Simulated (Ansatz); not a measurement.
# SnSe: a single-point run

Aim: a sound single-point run of SnSe. The structure is shown as the input types it. The cell is built on a prototype (CsCl type) and needn't be the phase found in nature.

Method: density functional or hybrid calculation with the settings of its input, plane waves (as first typed), in Ansatz 0.2.0.

4 further runs of the same task are left out: 1 for a known fault of the program, 3 that didn't finish.

## 1. The starting structure

Symmetry: Pm-3m, No. 221, cubic system. Conventional cell: a = 3.665 Å, b = 3.665 Å, c = 3.665 Å, α = 90.00°, β = 90.00°, γ = 90.00°. Sn (site symmetry m-3m) is surrounded by 8 Se at 3.17 Å. Se (site symmetry m-3m) is surrounded by 8 Sn at 3.17 Å.

The input asks for a charge of -0.05 e on the cell.

Coordinates:

```cif
data_structure
_symmetry_space_group_name_H-M 'P 1'
_symmetry_Int_Tables_number 1
_cell_length_a 3.6654
_cell_length_b 3.6654
_cell_length_c 3.6654
_cell_angle_alpha 90.000
_cell_angle_beta 90.000
_cell_angle_gamma 90.000
_cell_volume 49.24
loop_
_atom_site_label
_atom_site_type_symbol
_atom_site_fract_x
_atom_site_fract_y
_atom_site_fract_z
_atom_site_occupancy
Sn1 Sn 0.00000 0.00000 0.00000 1
Se1 Se 0.50000 0.50000 0.50000 1
```

## 2. The calculation

Contents of input.yaml:

```yaml
crystal:
  lattice:
    - [3.6653564515, 0.0, 0.0]
    - [0.0, 3.6653564515, 0.0]
    - [0.0, 0.0, 3.6653564515]
  atoms:
    - { symbol: Sn, position: [0.0, 0.0, 0.0] }
    - { symbol: Se, position: [0.5, 0.5, 0.5] }
kpoints:
  mp_grid: { grid: [6, 6, 6] }
hamiltonian:
  xc: pbesol
scf:
  occupations: { method: fermi_dirac, width: 0.02 }
  n_extra_bands: 4
  max_iter: 69
output:
  forces: true
  stress: true
  eigenvalues: true
total_charge: -0.05
```

On the command line:

```bash
$ ansatz run input.yaml --threads 4 --pin off --max-ram 3686MiB --backend cpu --events-out ev --progress --plain --runs-dir out
```

What happens when this is run?

The program finished normally. Convergence says nothing about whether the input makes sense.

The suspect setting: total_charge is -0.05. The typed charge changes the electron count, so this is no longer the system that was meant.

The test: delete total_charge (the default then holds).
